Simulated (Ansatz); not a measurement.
# AlP (F-43m): phonons against volume

Which modes of AlP drive its thermal expansion?

Measurements to reproduce:
- heat capacity C_P per formula unit 42 J/mol/K and bulk modulus 86 GPa near room temperature (given in “High-Throughput Prediction of Finite-Temperature Properties using the Quasi-Harmonic Approximation”, 2016, arXiv:1603.06924)

Method: DFT LDA, scalar-relativistic, plane waves, PAW, in Ansatz 0.2.0.

Report form: the programs' logs are mostly left out.

The database entry behind the starting cell differs from later determinations by our own check (0.1 to 0.3 % short, probably kX units), so it need not match the best structure at ambient conditions.

### 1. The structure

It takes space group F-43m (No. 216, cubic). The conventional cell has a = 5.451 Å, b = 5.451 Å, c = 5.451 Å, α = 90.00°, β = 90.00°, γ = 90.00°. Al has 4 P at 2.36 Å nearest. Nearest to P lie 4 Al at 2.36 Å. Farther neighbours are not listed.

Structure file:

```cif
data_structure
_symmetry_space_group_name_H-M 'P 1'
_symmetry_Int_Tables_number 1
_cell_length_a 3.8544
_cell_length_b 3.8544
_cell_length_c 3.8544
_cell_angle_alpha 60.000
_cell_angle_beta 60.000
_cell_angle_gamma 60.000
_cell_volume 40.49
loop_
_atom_site_label
_atom_site_type_symbol
_atom_site_fract_x
_atom_site_fract_y
_atom_site_fract_z
_atom_site_occupancy
Al1 Al 0.00000 0.00000 0.00000 1
P2 P 0.25000 0.25000 0.25000 1
```

### 2. A first coarse run

Before spending time, one coarse run tells the gap and the pressure of the starting cell.

Contents of input.yaml:

```yaml
crystal:
  lattice:
    - [0.0, 2.7255, 2.7255]
    - [2.7255, 0.0, 2.7255]
    - [2.7255, 2.7255, 0.0]
  atoms:
    - { symbol: Al, position: [0.0, 0.0, 0.0] }
    - { symbol: P, position: [0.25, 0.25, 0.25] }
kpoints:
  mp_grid: { grid: [6, 6, 6] }
hamiltonian:
  xc: lda
scf:
  occupations: { method: gaussian, width: 0.1 }
output:
  forces: true
  stress: true
  eigenvalues: true
```

Run with:

```sh
$ ansatz run input.yaml --threads 4 --pin off --max-ram 16384MiB --backend cpu --events-out ev --progress --plain --runs-dir out
```

Wall time 0.36 s (4 threads of Arm Neoverse V1, shared host); peak memory 0.26 GiB.

Numbers from this step:

- pressure: -0.7946 GPa
- gap on the k-mesh: 1.433 eV
- volume per atom: 20.25 Å³

The start is under -0.79 GPa at this level and looks like an insulator or semiconductor on this mesh.

### 3. Finding the static equilibrium

The vibrations must be taken about the equilibrium of this functional, not about the starting cell, so the structure is relaxed.

input.yaml, the sections that differ from step 2:

```yaml
kpoints:
  mp_grid: { grid: [8, 8, 8] }
scf:
  occupations: { method: gaussian, width: 0.02 }
relax:
  adjacent_minimum: "off"
  f_tol: 0.005
  max_steps: 80
  cell: { stress_tol: 0.05 }
# crystal, hamiltonian, output: as in step 2
```

Elapsed: 1.8 s, on 4 threads; peak memory 0.3 GiB; 5.9 s of CPU time.

The steps of the relaxation:

| step | energy less that of the first step (eV) | largest force component (eV/Å) | pressure (GPa) | volume (Å³) |
| --- | --- | --- | --- | --- |
| 1 | 0.0000 | 0.0000 | -0.83 | 40.49 |
| 2 | -0.0010 | 0.0000 | -0.22 | 40.21 |
| 3 | -0.0011 | 0.0000 | 0.00 | 40.11 |
| 4* | -0.0010 | 0.0000 | 0.00 | 40.11 |

Relaxation steps marked * repeat the geometry before them on a plane-wave basis chosen anew for their cell, so energy and pressure can jump there.

The run keeps the 24 symmetry operations that it works with, so distortions that break them were not tested.

| conventional cell, symmetrised | before | after | change |
| --- | --- | --- | --- |
| a (Å) | 5.451 | 5.434 | -0.3 % |
| b (Å) | 5.451 | 5.434 | -0.3 % |
| c (Å) | 5.451 | 5.434 | -0.3 % |
| volume (Å³/atom) | 20.25 | 20.06 | -0.9 % |

Final coordinates:

```cif
data_structure
_symmetry_space_group_name_H-M 'P 1'
_symmetry_Int_Tables_number 1
_cell_length_a 3.8424
_cell_length_b 3.8424
_cell_length_c 3.8424
_cell_angle_alpha 60.000
_cell_angle_beta 60.000
_cell_angle_gamma 60.000
_cell_volume 40.11
loop_
_atom_site_label
_atom_site_type_symbol
_atom_site_fract_x
_atom_site_fract_y
_atom_site_fract_z
_atom_site_occupancy
Al1 Al 0.00000 0.00000 0.00000 1
P2 P 0.25000 0.25000 0.25000 1
```

This step gave:

* pressure: -0.001025 GPa
* gap on the k-mesh: 1.419 eV
* volume per atom: 20.06 Å³

The relaxation ends with a pressure of 0.00 GPa.

### 4. Relaxing to small residual forces and stress

The relaxation is repeated with tighter thresholds on force and stress, since phonons are sensitive to what is left; a change of mesh or smearing in the input moves the cell too.

input.yaml, the sections that differ from step 3:

```yaml
crystal:
  lattice:
    - [0.0, 2.7169780645, 2.7169780645]
    - [2.7169780645, 0.0, 2.7169780645]
    - [2.7169780645, 2.7169780645, 0.0]
  atoms:
    - { symbol: Al, position: [0.0, 0.0, 0.0] }
    - { symbol: P, position: [0.25, 0.25, 0.25] }
scf:
  occupations: { method: fixed }
relax:
  adjacent_minimum: "off"
  f_tol: 0.001
  max_steps: 60
  cell: { stress_tol: 0.01 }
# kpoints, hamiltonian, output: as in step 3
```

Elapsed: 0.96 s, on 4 threads; peak memory 0.29 GiB; 3.1 s of CPU time.

Little changed from the start: no atom moved by 0.005 Å and no cell edge by 0.1 %.

This step gave:

- pressure: -0.001030 GPa

The residual pressure is -0.0010 GPa, small enough for phonons.

### 5. Phonons, V/V0 1

Phonons at this volume give one point of F(V, T); meshes stay fixed along the series.

input.yaml, the sections that differ from step 4:

```yaml
output:
  eigenvalues: true
phonons:
  method: dfpt
  dielectric: true
  rigid_motions: translations
  qmesh: [4, 4, 4]
  temperatures: { t_max: 1000, t_step: 50 }
  qpath:
    path:
      - [[0.0, 0.0, 0.0], [-0.5, -0.5, 0.0], [-0.375, -0.375, 0.25]]
      - [[-0.375, 0.0, 0.375], [0.0, 0.0, 0.0], [0.0, 0.0, 0.5], [-0.5, -0.25, 0.25], [-0.5, -0.5, 0.0]]
    npoints: 10
# crystal, kpoints, hamiltonian, scf: as in step 4
# relax: removed
```

Elapsed: 37 s, on 4 threads; peak memory 0.69 GiB.

Numbers from this step:

```
Γ frequencies                            : 0, 0, 0, 440.2, 440.2, 440.2 cm⁻¹ (negative: imaginary)
lowest frequency on the path             : 0 cm⁻¹
zero-point energy                        : 0.1128 eV/cell
point group                              : -43m
highest frequency                        : 494 cm⁻¹
Debye temperature from the second moment : 614 K
```

LO-TO term included. Phonon branches along the path, in cm⁻¹:

| point | branch 1 | branch 2 | branch 3 | branch 4 | branch 5 | branch 6 |
| --- | --- | --- | --- | --- | --- | --- |
| Γ | 0 | 0 | 0 | 440 | 440 | 494 |
| halfway | 116 | 116 | 217 | 421 | 421 | 471 |
| X | 138 | 138 | 353 | 412 | 414 | 414 |
| halfway | 139 | 158 | 345 | 396 | 414 | 423 |
| U | 140 | 188 | 329 | 373 | 414 | 433 |
| jump to K | 140 | 188 | 329 | 373 | 414 | 433 |
| halfway | 99 | 147 | 220 | 427 | 427 | 451 |
| Γ | 0 | 0 | 0 | 440 | 440 | 494 |
| halfway | 84 | 84 | 211 | 431 | 431 | 465 |
| L | 102 | 102 | 336 | 403 | 427 | 427 |
| halfway | 135 | 170 | 312 | 383 | 420 | 434 |
| W | 172 | 192 | 324 | 358 | 417 | 430 |
| halfway | 154 | 164 | 338 | 385 | 418 | 423 |
| X | 138 | 138 | 353 | 412 | 414 | 414 |

The phonon density of states has structure finer than the step of the table below, so its rows give means over 20 cm⁻¹, whole bins alone (the curve runs from 2.5 to 492 cm⁻¹). Peaks (cm⁻¹: height): 137.5: 0.0337, 312.5: 0.0198, 417.5: 0.0967, 432.5: 0.0903.

Tetrahedra on 20 20 20, mean over bins of 5 cm⁻¹. The phonon density of states by wavenumber; means over each step:

| wavenumber (cm⁻¹) | phonon density of states (1/cm⁻¹/cell) |
| --- | --- |
| 20 | 1.7e-4 |
| 40 | 7.7e-4 |
| 60 | 0.00192 |
| 80 | 0.00412 |
| 100 | 0.0115 |
| 120 | 0.0200 |
| 140 | 0.0279 |
| 160 | 0.0189 |
| 180 | 0.0161 |
| 200 | 0.00404 |
| 220 | 0.00242 |
| 240 | 0.00333 |
| 260 | 0.00464 |
| 280 | 0.00672 |
| 300 | 0.0121 |
| 320 | 0.0125 |
| 340 | 0.00265 |
| 360 | 0.00254 |
| 380 | 0.0122 |
| 400 | 0.0160 |
| 420 | 0.0687 |
| 440 | 0.0404 |
| 460 | 0.00652 |
| 480 | 0.00346 |

Harmonic. Thermo, by row:

| T (K) | F_vib (meV/atom) | S (J/mol-atom/K) | C_V (J/mol-atom/K) |
| --- | --- | --- | --- |
| 0 | 56.39 | 0 | 0 |
| 50 | 56.25 | 1.116 | 2.947 |
| 100 | 54.75 | 4.867 | 8.43 |
| 150 | 51.1 | 9.235 | 13.25 |
| 200 | 45.19 | 13.56 | 16.73 |
| 250 | 37.11 | 17.56 | 19.03 |
| 300 | 27.06 | 21.17 | 20.55 |
| 350 | 15.23 | 24.42 | 21.57 |
| 400 | 1.81 | 27.35 | 22.28 |
| 450 | -13.07 | 30 | 22.8 |
| 500 | -29.25 | 32.43 | 23.18 |
| 550 | -46.64 | 34.65 | 23.47 |
| 600 | -65.13 | 36.7 | 23.69 |
| 650 | -84.65 | 38.6 | 23.87 |
| 700 | -105.1 | 40.38 | 24.01 |
| 750 | -126.5 | 42.04 | 24.13 |
| 800 | -148.7 | 43.6 | 24.23 |
| 850 | -171.7 | 45.07 | 24.31 |
| 900 | -195.4 | 46.46 | 24.37 |
| 950 | -219.8 | 47.78 | 24.43 |
| 1000 | -244.9 | 49.04 | 24.48 |

Phonopy on the run's constants, 19x19x19 mesh, Gaussian sigma 3.8 cm⁻¹. The modes by wavenumber; read off at these points; values in 1/cm⁻¹/cell:

| wavenumber (cm⁻¹) | Al | P |
| --- | --- | --- |
| 0.0 | 2.0e-5 | 2.0e-5 |
| 20.0 | 1.2e-4 | 1.4e-4 |
| 40.0 | 4.1e-4 | 4.7e-4 |
| 60.0 | 9.8e-4 | 0.00110 |
| 80.0 | 0.00189 | 0.00209 |
| 100.0 | 0.00550 | 0.00595 |
| 120.0 | 0.00949 | 0.00985 |
| 140.0 | 0.0165 | 0.0159 |
| 160.0 | 0.00961 | 0.00861 |
| 180.0 | 0.00889 | 0.00779 |
| 200.0 | 0.00115 | 0.00132 |
| 220.0 | 0.00100 | 0.00132 |
| 240.0 | 0.00141 | 0.00194 |
| 260.0 | 0.00191 | 0.00283 |
| 280.0 | 0.00278 | 0.00455 |
| 300.0 | 0.00359 | 0.00719 |
| 308.6 | 0.00504 | 0.0120 |
| 320.0 | 0.00260 | 0.00953 |
| 340.0 | 2.2e-4 | 0.00234 |
| 360.0 | 0.00168 | 2.4e-4 |
| 380.0 | 0.00847 | 0.00308 |
| 400.0 | 0.0101 | 0.00520 |
| 420.0 | 0.0413 | 0.0382 |
| 431.4 | 0.0380 | 0.0391 |
| 440.0 | 0.0183 | 0.0186 |
| 460.0 | 0.00356 | 0.00276 |
| 480.0 | 0.00197 | 0.00161 |
| 500.0 | 4.7e-5 | 3.7e-5 |

Born charge (rows field, columns displacement) (e), principal values of the symmetric part by kind of site:

| atom | atoms with these values | low | middle | high | mean |
| --- | --- | --- | --- | --- | --- |
| Al1 | 1 | 2.22 | 2.22 | 2.22 | 2.22 |
| P2 | 1 | -2.22 | -2.22 | -2.22 | -2.22 |

In full for P2:

```
-2.22  0.00  0.00
 0.00 -2.22  0.00
 0.00  0.00 -2.22
```

ε∞:

```
8.33 0.00 0.00
0.00 8.33 0.00
0.00 0.00 8.33
```

No LO-TO term. Modes at Γ, with each element's share of the kinetic energy:

| mode | frequency (cm⁻¹) | symmetry | Al % | P % |
| --- | --- | --- | --- | --- |
| 1 | 0.0 | T2 | 47 | 53 |
| 2 | 0.0 | T2 | 47 | 53 |
| 3 | 0.0 | T2 | 47 | 53 |
| 4 | 440.2 | T2 | 53 | 47 |
| 5 | 440.2 | T2 | 53 | 47 |
| 6 | 440.2 | T2 | 53 | 47 |

Displacements in mode 5 (440.2 cm⁻¹), the largest set to 1:
```
Al1  0.00 -0.51  1.00
P2   0.00  0.44 -0.87
```

No mode is imaginary beyond numerical noise at the solved wavevectors.

### 6. A cell at another volume, V/V0 1.015

Symmetry fixes every atom, so a single point at the scaled cell gives the energy and pressure of this member.

input.yaml, the sections that differ from step 5:

```yaml
crystal:
  lattice:
    - [0.0, 2.7304955908, 2.7304955908]
    - [2.7304955908, 0.0, 2.7304955908]
    - [2.7304955908, 2.7304955908, 0.0]
  atoms:
    - { symbol: Al, position: [0.0, 0.0, 0.0] }
    - { symbol: P, position: [0.25, 0.25, 0.25] }
output:
  forces: true
  stress: true
  eigenvalues: true
# kpoints, hamiltonian, scf: as in step 5
# phonons: removed
```

Wall time 0.48 s (4 threads); peak memory 0.28 GiB.

Numbers from this step:

```yaml
pressure: -1.301 GPa
gap_on_the_k_mesh: 1.448 eV
volume_per_atom: 20.36 Å³
```

At this level the gap is 1.45 eV on the k-mesh of the self-consistent run, which can miss the band edges.

### 7. Lattice dynamics at this volume, V/V0 1.015

The same q-mesh and k-mesh are kept at every volume, so that much of their error can cancel in the differences.

input.yaml, the sections that differ from step 6:

```yaml
output:
  eigenvalues: true
phonons:
  method: dfpt
  dielectric: true
  rigid_motions: translations
  qmesh: [4, 4, 4]
  temperatures: { t_max: 1000, t_step: 50 }
  qpath:
    path:
      - [[0.0, 0.0, 0.0], [-0.5, -0.5, 0.0], [-0.375, -0.375, 0.25]]
      - [[-0.375, 0.0, 0.375], [0.0, 0.0, 0.0], [0.0, 0.0, 0.5], [-0.5, -0.25, 0.25], [-0.5, -0.5, 0.0]]
    npoints: 10
# crystal, kpoints, hamiltonian, scf: as in step 6
```

Elapsed: 37 s, on 4 threads; peak memory 0.69 GiB.

LO-TO term included. Phonon branches along the path, in cm⁻¹:

| point | branch 1 | branch 2 | branch 3 | branch 4 | branch 5 | branch 6 |
| --- | --- | --- | --- | --- | --- | --- |
| Γ | 0 | 0 | 0 | 432 | 432 | 486 |
| halfway | 118 | 118 | 213 | 412 | 412 | 464 |
| X | 141 | 141 | 348 | 403 | 403 | 407 |
| halfway | 142 | 160 | 339 | 390 | 403 | 414 |
| U | 142 | 189 | 324 | 367 | 404 | 423 |
| jump to K | 142 | 189 | 324 | 367 | 404 | 423 |
| halfway | 100 | 147 | 217 | 418 | 418 | 444 |
| Γ | 0 | 0 | 0 | 432 | 432 | 486 |
| halfway | 85 | 85 | 208 | 422 | 422 | 457 |
| L | 105 | 105 | 334 | 394 | 418 | 418 |
| halfway | 137 | 171 | 308 | 375 | 411 | 425 |
| W | 174 | 194 | 318 | 352 | 406 | 420 |
| halfway | 156 | 166 | 332 | 379 | 408 | 413 |
| X | 141 | 141 | 348 | 403 | 403 | 407 |

No mode is imaginary beyond numerical noise at the solved wavevectors. The highest zone-centre mode (no LO–TO term) moved by -1.8 % for a volume change of +1.5 %.

### 8. A cell at another volume, V/V0 0.985

The cell differs from the one that the last finished run ended in (a 3.862 → 3.823 Å, b 3.862 → 3.823 Å, c 3.862 → 3.823 Å).

input.yaml, the sections that differ from step 7:

```yaml
crystal:
  lattice:
    - [0.0, 2.703324678, 2.703324678]
    - [2.703324678, 0.0, 2.703324678]
    - [2.703324678, 2.703324678, 0.0]
  atoms:
    - { symbol: Al, position: [0.0, 0.0, 0.0] }
    - { symbol: P, position: [0.25, 0.25, 0.25] }
output:
  forces: true
  stress: true
  eigenvalues: true
# kpoints, hamiltonian, scf: as in step 7
# phonons: removed
```

Wall time 0.47 s (4 threads); peak memory 0.28 GiB.

The run ends at a pressure of 1.40 GPa.

### 9. Phonons, V/V0 0.985

input.yaml, the sections that differ from step 8:

```yaml
output:
  eigenvalues: true
phonons:
  method: dfpt
  dielectric: true
  rigid_motions: translations
  qmesh: [4, 4, 4]
  temperatures: { t_max: 1000, t_step: 50 }
  qpath:
    path:
      - [[0.0, 0.0, 0.0], [-0.5, -0.5, 0.0], [-0.375, -0.375, 0.25]]
      - [[-0.375, 0.0, 0.375], [0.0, 0.0, 0.0], [0.0, 0.0, 0.5], [-0.5, -0.25, 0.25], [-0.5, -0.5, 0.0]]
    npoints: 10
# crystal, kpoints, hamiltonian, scf: as in step 8
```

Wall time 36 s (4 threads); peak memory 0.68 GiB.

No mode is imaginary beyond numerical noise at the solved wavevectors. The highest zone-centre mode (no LO–TO term) moved by +1.8 % for a volume change of -1.5 %.

### 10. A cell at another volume, V/V0 1.03

The cell differs from the one that the last finished run ended in (a 3.823 → 3.880 Å, b 3.823 → 3.880 Å, c 3.823 → 3.880 Å).

input.yaml, the sections that differ from step 9:

```yaml
crystal:
  lattice:
    - [0.0, 2.743880587, 2.743880587]
    - [2.743880587, 0.0, 2.743880587]
    - [2.743880587, 2.743880587, 0.0]
  atoms:
    - { symbol: Al, position: [0.0, 0.0, 0.0] }
    - { symbol: P, position: [0.25, 0.25, 0.25] }
output:
  forces: true
  stress: true
  eigenvalues: true
# kpoints, hamiltonian, scf: as in step 9
# phonons: removed
```

Elapsed: 0.47 s, on 4 threads; peak memory 0.28 GiB; 1.4 s of CPU time.

The run ends at a pressure of -2.51 GPa.

### 11. Lattice dynamics at this volume, V/V0 1.03

input.yaml, the sections that differ from step 10:

```yaml
output:
  eigenvalues: true
phonons:
  method: dfpt
  dielectric: true
  rigid_motions: translations
  qmesh: [4, 4, 4]
  temperatures: { t_max: 1000, t_step: 50 }
  qpath:
    path:
      - [[0.0, 0.0, 0.0], [-0.5, -0.5, 0.0], [-0.375, -0.375, 0.25]]
      - [[-0.375, 0.0, 0.375], [0.0, 0.0, 0.0], [0.0, 0.0, 0.5], [-0.5, -0.25, 0.25], [-0.5, -0.5, 0.0]]
    npoints: 10
# crystal, kpoints, hamiltonian, scf: as in step 10
```

Wall time 37 s (4 threads); peak memory 0.7 GiB.

LO-TO term included. Phonon branches along the path, in cm⁻¹:

| point | branch 1 | branch 2 | branch 3 | branch 4 | branch 5 | branch 6 |
| --- | --- | --- | --- | --- | --- | --- |
| Γ | 0 | 0 | 0 | 425 | 425 | 479 |
| halfway | 118 | 118 | 210 | 403 | 403 | 457 |
| X | 145 | 145 | 342 | 393 | 393 | 401 |
| halfway | 145 | 163 | 333 | 384 | 393 | 405 |
| U | 145 | 190 | 318 | 360 | 394 | 414 |
| jump to K | 145 | 190 | 318 | 360 | 394 | 414 |
| halfway | 101 | 147 | 214 | 410 | 410 | 436 |
| Γ | 0 | 0 | 0 | 425 | 425 | 479 |
| halfway | 86 | 86 | 205 | 414 | 414 | 450 |
| L | 107 | 107 | 331 | 386 | 410 | 410 |
| halfway | 139 | 172 | 305 | 367 | 402 | 416 |
| W | 175 | 196 | 312 | 347 | 396 | 411 |
| halfway | 159 | 168 | 327 | 373 | 399 | 403 |
| X | 145 | 145 | 342 | 393 | 393 | 401 |

No mode is imaginary beyond numerical noise at the solved wavevectors. The highest zone-centre mode (no LO–TO term) moved by -3.5 % for a volume change of +3.0 %.

### 12. A cell at another volume, V/V0 0.97

The cell differs from the one that the last finished run ended in (a 3.880 → 3.804 Å, b 3.880 → 3.804 Å, c 3.880 → 3.804 Å).

input.yaml, the sections that differ from step 11:

```yaml
crystal:
  lattice:
    - [0.0, 2.6895319651, 2.6895319651]
    - [2.6895319651, 0.0, 2.6895319651]
    - [2.6895319651, 2.6895319651, 0.0]
  atoms:
    - { symbol: Al, position: [0.0, 0.0, 0.0] }
    - { symbol: P, position: [0.25, 0.25, 0.25] }
output:
  forces: true
  stress: true
  eigenvalues: true
# kpoints, hamiltonian, scf: as in step 11
# phonons: removed
```

The job ended after 0.46 s (4 threads; peak memory 0.27 GiB; 1.3 s of CPU time).

The run ends at a pressure of 2.92 GPa.

### 13. Lattice dynamics at this volume, V/V0 0.97

input.yaml, the sections that differ from step 12:

```yaml
output:
  eigenvalues: true
phonons:
  method: dfpt
  dielectric: true
  rigid_motions: translations
  qmesh: [4, 4, 4]
  temperatures: { t_max: 1000, t_step: 50 }
  qpath:
    path:
      - [[0.0, 0.0, 0.0], [-0.5, -0.5, 0.0], [-0.375, -0.375, 0.25]]
      - [[-0.375, 0.0, 0.375], [0.0, 0.0, 0.0], [0.0, 0.0, 0.5], [-0.5, -0.25, 0.25], [-0.5, -0.5, 0.0]]
    npoints: 10
# crystal, kpoints, hamiltonian, scf: as in step 12
```

The job ended after 36 s (4 threads; peak memory 0.67 GiB; 2.3 min of CPU time).

LO-TO term included. Phonon branches along the path, in cm⁻¹:

| point | branch 1 | branch 2 | branch 3 | branch 4 | branch 5 | branch 6 |
| --- | --- | --- | --- | --- | --- | --- |
| Γ | 0 | 0 | 0 | 457 | 457 | 510 |
| halfway | 113 | 113 | 224 | 440 | 440 | 486 |
| X | 129 | 129 | 365 | 424 | 435 | 435 |
| halfway | 131 | 151 | 357 | 409 | 435 | 443 |
| U | 133 | 183 | 341 | 386 | 434 | 453 |
| jump to K | 133 | 183 | 341 | 386 | 434 | 453 |
| halfway | 96 | 146 | 226 | 445 | 445 | 467 |
| Γ | 0 | 0 | 0 | 457 | 457 | 510 |
| halfway | 81 | 81 | 217 | 448 | 448 | 480 |
| L | 96 | 96 | 340 | 421 | 446 | 446 |
| halfway | 130 | 168 | 319 | 399 | 440 | 454 |
| W | 168 | 188 | 336 | 370 | 438 | 451 |
| halfway | 148 | 158 | 350 | 397 | 439 | 444 |
| X | 129 | 129 | 365 | 424 | 435 | 435 |

No mode is imaginary beyond numerical noise at the solved wavevectors. The highest zone-centre mode (no LO–TO term) moved by +3.7 % for a volume change of -3.0 %.

### 14. A cell at another volume, V/V0 1.05

The cell differs from the one that the last finished run ended in (a 3.804 → 3.905 Å, b 3.804 → 3.905 Å, c 3.804 → 3.905 Å).

input.yaml, the sections that differ from step 13:

```yaml
crystal:
  lattice:
    - [0.0, 2.7615266063, 2.7615266063]
    - [2.7615266063, 0.0, 2.7615266063]
    - [2.7615266063, 2.7615266063, 0.0]
  atoms:
    - { symbol: Al, position: [0.0, 0.0, 0.0] }
    - { symbol: P, position: [0.25, 0.25, 0.25] }
output:
  forces: true
  stress: true
  eigenvalues: true
# kpoints, hamiltonian, scf: as in step 13
# phonons: removed
```

Run time: 0.48 s. Hardware: 4 threads; peak memory 0.28 GiB; 1.4 s of CPU time.

The run ends at a pressure of -3.97 GPa.

(Part 1 of 2 ends here.)

[Logs are printed without paths, hosts, clocks, repeated set-up lines and the standing remarks that a program may print on its own settings, such as how far it seeks lower states.]

[Hosts, paths, dates, database ids (printed as entryN), source tags and the programs' standing remarks are cut or masked in the printed files.]

[A step with changed settings may run another functional than the one named; its input shows which.]

[Of the runs on displaced cells, only some may be shown.]
